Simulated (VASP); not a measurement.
# HfC (Fm-3m) in VASP: notebook

One crystal, HfC, is run at these levels: PBE; tasks: relaxation of cell and atoms.

Everything below comes from runs of VASP 6.6.1. Logs are shortened: lines on timing, memory, paths and dates and some standing lists are left out, and cuts for length are marked.

## (1) The crystal as given

Symmetry: Fm-3m, No. 225, cubic system. Conventional cell: a = 4.650 Å, b = 4.650 Å, c = 4.650 Å, α = 90.00°, β = 90.00°, γ = 90.00°. Around Hf (site symmetry m-3m) lie 6 C at 2.33 Å. C (site symmetry m-3m) has 6 Hf at 2.33 Å as nearest neighbours.

## (2) Relaxation of cell and atoms, PBE, non-collinear spin, zero start, spin-orbit coupling

The input, INCAR:

```
PREC = Accurate
ENCUT = 520
EDIFF = 1E-7
ISMEAR = 0
SIGMA = 0.1
LREAL = False
LASPH = True
NELM = 80
ALGO = Normal
ISIF = 3
LWAVE = False
LCHARG = False
LNONCOLLINEAR = True
MAGMOM = 0 0 0 0 0 0
LORBIT = 11
LSORBIT = True
GGA_COMPAT = False
LMAXMIX = 4
GGA = PE
IBRION = 2
NSW = 80
EDIFFG = -0.002
KPAR = 4
```

The input, KPOINTS:

```
regular mesh
0
Gamma
  16 16 16
```

The input, POSCAR:

```
HfC
1.0
    0.0000000000      2.3250000000      2.3250000000
    2.3250000000      0.0000000000      2.3250000000
    2.3250000000      2.3250000000      0.0000000000
Hf C
1 1
Direct
    0.5000000000      0.5000000000      0.5000000000
    0.0000000000      0.0000000000      0.0000000000
```

Potentials or basis: VASP PAW PBE potentials, release 64 (Hf_pv, C).

Started as:

```
$ cat potpaw_PBE.64/Hf_pv/POTCAR potpaw_PBE.64/C/POTCAR > POTCAR
$ mpirun -np 4 vasp_ncl > vasp.out
```

OUTCAR:

```text
PREC = Accurate
   ENCUT = 520
   EDIFF = 1E-7
   ISMEAR = 0
   LREAL = False
   LASPH = True
   NELM = 80
   ISIF = 3
   LNONCOLLINEAR = True
   LORBIT = 11
   LSORBIT = True
   GGA = PE
   IBRION = 2
   NSW = 80
   EDIFFG = -0.002

 ion  position               nearest neighbor table
   1  0.500  0.500  0.500-   2 2.33   2 2.33   2 2.33   2 2.33   2 2.33   2 2.33
   2  0.000  0.000  0.000-   1 2.33   1 2.33   1 2.33   1 2.33   1 2.33   1 2.33

  LATTYP: Found a face centered cubic cell.
 ALAT       =     4.6500000000

  Lattice vectors:

 A1 = (   0.0000000000,   2.3250000000,   2.3250000000)
 A2 = (   2.3250000000,   0.0000000000,   2.3250000000)
 A3 = (   2.3250000000,   2.3250000000,   0.0000000000)

Analysis of symmetry for initial positions (statically):
=====================================================================
 Subroutine PRICEL returns:
 Original cell was already a primitive cell.

 Routine SETGRP: Setting up the symmetry group for a
 face centered cubic supercell.

 Subroutine GETGRP returns: Found 48 space group operations
 (whereof 48 operations were pure point group operations)
 out of a pool of 48 trial point group operations.

The static configuration has the point symmetry O_h .

Analysis of symmetry for dynamics (positions and initial velocities):
=====================================================================
 Subroutine PRICEL returns:
 Original cell was already a primitive cell.

 Routine SETGRP: Setting up the symmetry group for a
 face centered cubic supercell.

 Subroutine GETGRP returns: Found 48 space group operations
 (whereof 48 operations were pure point group operations)
 out of a pool of 48 trial point group operations.

The dynamic configuration has the point symmetry O_h .

Analysis of structural, dynamic, and magnetic symmetry:
=====================================================================
 Subroutine PRICEL returns:
 Original cell was already a primitive cell.

 Routine SETGRP: Setting up the symmetry group for a
 face centered cubic supercell.

 Subroutine GETGRP returns: Found 48 space group operations
[... 243 lines left out ...]
  energy without entropy =      -21.69877133  energy(sigma->0) =      -21.69975241

 E-fermi :   5.9874     XC(G=0): -12.3004

 val. band max:        5.9742402765   @ k =   0.1250   0.0625   0.0000
 cond. band min:       5.9930013948   @ k =  -0.0625   0.0625   0.0000
 fundamental gap:      0.0187611183
 Fermi energy:         5.9873560924

 k-point     1 :       0.0000    0.0000    0.0000
  band No.  band energies     occupation
      1     -28.4133      1.00000
      2     -28.4133      1.00000
      3     -21.3608      1.00000
      4     -21.3608      1.00000
      5     -21.3608      1.00000
      6     -21.3608      1.00000
[... 589 lines left out ...]
     21       9.9693      0.00000
     22       9.9693      0.00000

 [... further k-points ...]

------------------------ aborting loop because EDIFF is reached ----------------------------------------

  FORCE on cell =-STRESS in cart. coord.  units (eV):
  Direction    XX          YY          ZZ          XY          YZ          ZX
  --------------------------------------------------------------------------------------
  -------------------------------------------------------------------------------------
  Total        0.0027533      0.0027533      0.0027533     -0.0000000      0.0000000      0.0000000
  in kB        0.1759382      0.1759382      0.1759382     -0.0000000      0.0000000      0.0000000
  external PRESSURE =       0.1759382 kB  Pullay stress =       0.0000000 kB
[... 17 lines left out ...]
  FREE ENERGIE OF THE ION-ELECTRON SYSTEM (eV)
  ---------------------------------------------------
  free  energy   TOTEN  =       -21.7007334967 eV

  energy  without entropy=      -21.6987713264  energy(sigma->0) =      -21.69975241

 reached required accuracy - stopping structural energy minimisation

 Spin-Orbit-Coupling matrix elements

 Ion:    1  E_soc:     -1.2971500
 l=   1
     0.0000000    -0.2095821    -0.2095821
    -0.2095821     0.0000000    -0.2095821
    -0.2095821    -0.2095821     0.0000000
 l=   2
     0.0000000    -0.0012857     0.0000000    -0.0012857    -0.0053239
    -0.0012857     0.0000000    -0.0039929    -0.0012857    -0.0013310
     0.0000000    -0.0039929     0.0000000    -0.0039929     0.0000000
    -0.0012857    -0.0012857    -0.0039929     0.0000000    -0.0013310
    -0.0053239    -0.0013310     0.0000000    -0.0013310     0.0000000
 l=   3
     0.0000000     0.0000000     0.0000000     0.0000000     0.0000000     0.0000000     0.0000000
     0.0000000     0.0000000     0.0000000     0.0000000     0.0000000     0.0000000     0.0000000
     0.0000000     0.0000000     0.0000000     0.0000000     0.0000000     0.0000000     0.0000000
     0.0000000     0.0000000     0.0000000     0.0000000     0.0000000     0.0000000     0.0000000
     0.0000000     0.0000000     0.0000000     0.0000000     0.0000000     0.0000000     0.0000000
     0.0000000     0.0000000     0.0000000     0.0000000     0.0000000     0.0000000     0.0000000
     0.0000000     0.0000000     0.0000000     0.0000000     0.0000000     0.0000000     0.0000000

 Ion:    2  E_soc:     -0.0003104
 l=   1
     0.0000000    -0.0000517    -0.0000517
    -0.0000517     0.0000000    -0.0000517
    -0.0000517    -0.0000517     0.0000000
 l=   2
     0.0000000     0.0000000     0.0000000     0.0000000     0.0000000
     0.0000000     0.0000000     0.0000000     0.0000000     0.0000000
     0.0000000     0.0000000     0.0000000     0.0000000     0.0000000
     0.0000000     0.0000000     0.0000000     0.0000000     0.0000000
     0.0000000     0.0000000     0.0000000     0.0000000     0.0000000
 l=   3
     0.0000000     0.0000000     0.0000000     0.0000000     0.0000000     0.0000000     0.0000000
     0.0000000     0.0000000     0.0000000     0.0000000     0.0000000     0.0000000     0.0000000
     0.0000000     0.0000000     0.0000000     0.0000000     0.0000000     0.0000000     0.0000000
     0.0000000     0.0000000     0.0000000     0.0000000     0.0000000     0.0000000     0.0000000
     0.0000000     0.0000000     0.0000000     0.0000000     0.0000000     0.0000000     0.0000000
     0.0000000     0.0000000     0.0000000     0.0000000     0.0000000     0.0000000     0.0000000
     0.0000000     0.0000000     0.0000000     0.0000000     0.0000000     0.0000000     0.0000000

 total charge

# of ion       s       p       d       tot
------------------------------------------
    1        0.311   6.672   1.673   8.656
    2        0.874   1.513   0.000   2.387
--------------------------------------------------
tot          1.186   8.185   1.673  11.044

 magnetization (x)

# of ion       s       p       d       tot
------------------------------------------
    1        0.000   0.000  -0.000  -0.000
    2       -0.000   0.000   0.000  -0.000
--------------------------------------------------
tot         -0.000   0.000  -0.000  -0.000

 magnetization (y)

# of ion       s       p       d       tot
------------------------------------------
    1        0.000   0.000  -0.000  -0.000
    2       -0.000   0.000   0.000  -0.000
--------------------------------------------------
tot         -0.000   0.000  -0.000  -0.000

 magnetization (z)

# of ion       s       p       d       tot
------------------------------------------
    1        0.000   0.000  -0.000  -0.000
    2        0.000  -0.000   0.000  -0.000
--------------------------------------------------
tot          0.000  -0.000  -0.000  -0.000
```

CONTCAR:

```text
HfC
   1.00000000000000
     0.0000000000000000    2.3230529168908078    2.3230529168908078
     2.3230529168908078    0.0000000000000000    2.3230529168908078
     2.3230529168908078    2.3230529168908078    0.0000000000000000
  Hf              C
     1     1
Direct
     0.5000000000000000    0.5000000000000000    0.5000000000000000
     0.0000000000000000    0.0000000000000000    0.0000000000000000

  0.00000000E+00  0.00000000E+00  0.00000000E+00
  0.00000000E+00  0.00000000E+00  0.00000000E+00
```

It took 48 s on 4 MPI ranks of Intel Xeon Platinum 8559C (Emerald Rapids), shared host; peak memory 0.28 GiB.

What came out:

```yaml
Free_energy: -21.7007 eV
Relaxed_volume: 12.54 Å³/atom
Relaxed_cell: a = 3.285 Å, b = 3.285 Å, c = 3.285 Å, α = 60.00°, β = 60.00°, γ = 60.00°
Space_group_after_relaxing_to_0.05_Å: Fm-3m (No. 225)
Energy_gained_by_relaxing: 0.1 meV/atom
Ionic_steps: 3
Pressure_after_relaxing: 0.0 GPa
Net_moment: 0.00 μB per cell
Valence_electrons_inside_the_program's_atomic_spheres: Hf 8.66; C 2.39
```

Step by step:
```csv
step,energy change (eV),largest force (eV/Å),pressure (GPa),volume (Å³)
1,0.0000,0.0000,-0.58,25.14
2,0.0002,0.0000,1.00,24.97
3,-0.0001,0.0000,0.02,25.07
```

Final structure:
```
CELL_PARAMETERS angstrom
0.00000 2.32305 2.32305
2.32305 0.00000 2.32305
2.32305 2.32305 0.00000
ATOMIC_POSITIONS crystal
Hf 0.50000 0.50000 0.50000
C 0.00000 0.00000 0.00000
```

Moments on the atoms (μB; x, y, z):
```
Hf  0.00 0.00 0.00
C   0.00 0.00 0.00
```

## (3) Relaxation of cell and atoms, PBE, non-collinear spin, zero start, spin-orbit coupling

This run uses another cell than the first one, of 12.54 Å³/atom, 0.997 times its volume.

INCAR is that of step 2.

KPOINTS is that of step 2.

The input, POSCAR:

```
HfC                                     
1.0
    0.0000000000      2.3230529169      2.3230529169
    2.3230529169      0.0000000000      2.3230529169
    2.3230529169      2.3230529169      0.0000000000
  Hf              C             
     1     1
Direct
     0.5000000000000000    0.5000000000000000    0.5000000000000000
     0.0000000000000000    0.0000000000000000    0.0000000000000000
```

Potentials or basis: VASP PAW PBE potentials, release 64 (Hf_pv, C).

Started as:

```
$ cat potpaw_PBE.64/Hf_pv/POTCAR potpaw_PBE.64/C/POTCAR > POTCAR
$ mpirun -np 4 vasp_ncl > vasp.out
```

Wall time 25 s (4 MPI ranks of Intel Xeon Platinum 8559C (Emerald Rapids), shared host); peak memory 0.27 GiB.

The run converged. Its results:

| Item | Value |
| --- | --- |
| Free energy | -21.7007 eV |
| Pressure after relaxing | 0.0 GPa |
| Net moment | 0.00 μB per cell |
| Valence electrons inside the program's atomic spheres | Hf 8.66; C 2.39 |

Final structure:
```yaml
crystal:
  lattice:
    - [0.00000, 2.32305, 2.32305]
    - [2.32305, 0.00000, 2.32305]
    - [2.32305, 2.32305, 0.00000]
  atoms:
    - { symbol: Hf, position: [0.50000, 0.50000, 0.50000] }
    - { symbol: C, position: [0.00000, 0.00000, 0.00000] }
```

Moments on the atoms (μB; x, y, z):
```
Hf  0.00 0.00 0.00
C   0.00 0.00 0.00
```

Caveat: the relaxation stopped at its first step, so nothing moved.
